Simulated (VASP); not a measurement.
Input of a VASP 6.6.1 run:

The input INCAR:

```
SYSTEM = PbSe
ALGO = Normal ; EDIFF = 1E-6
ENCUT = 500 ; GGA = PE
GGA_COMPAT = .False. ; ISIF = 2
ISMEAR = 0 ; LASPH = .True.
LCHARG = .False. ; LREAL = .False.
LWAVE = .False. ; NBANDS = 17
NELM = 120 ; PREC = Accurate
SIGMA = 0.01
```

KPOINTS

```
k-points
0
Gamma
  6 6 6
  0 0 0
```

The input POSCAR:

```
PbSe
1.0
    4.3977725844      0.0000000000      0.0000000000
    2.1988862922      3.8085827782      0.0000000000
    2.1988862922      1.2695275927      3.5907662789
Pb Se
1 1
Direct
    0.0000000000      0.0000000000      0.0000000000
    0.5000000000      0.5000000000      0.5000000000
```

Potentials or basis: VASP PAW PBE potentials, release 64 (Pb_d, Se).

Run with:

```sh
$ cat potpaw_PBE.64/Pb_d/POTCAR potpaw_PBE.64/Se/POTCAR > POTCAR
$ mpirun -np 1 vasp_std > vasp.out
```

Predict the band gap on the k mesh.

0.44 eV, direct.

Estimate the pressure.

-0.1 GPa.

Caveat: spin-orbit coupling is left out, which moves the levels of the heavy elements.

**The experiment to reproduce.**

A printed reference work, monograph reports, for a bulk crystal of PbSe at 300 K: band gap 0.28 eV (direct).

Measured gap of PbSe: 0.28 eV (direct; 300 K; a printed reference work, monograph). This calculation gives 0.44 eV (+0.16 eV). 2 values of this kind are on record (0.15 to 0.28 eV); this one was drawn at random. Spin-orbit coupling on Pb, Se is left out. The value is that of PBE on a finite k mesh, which can miss the band edges, without temperature or zero-point motion.
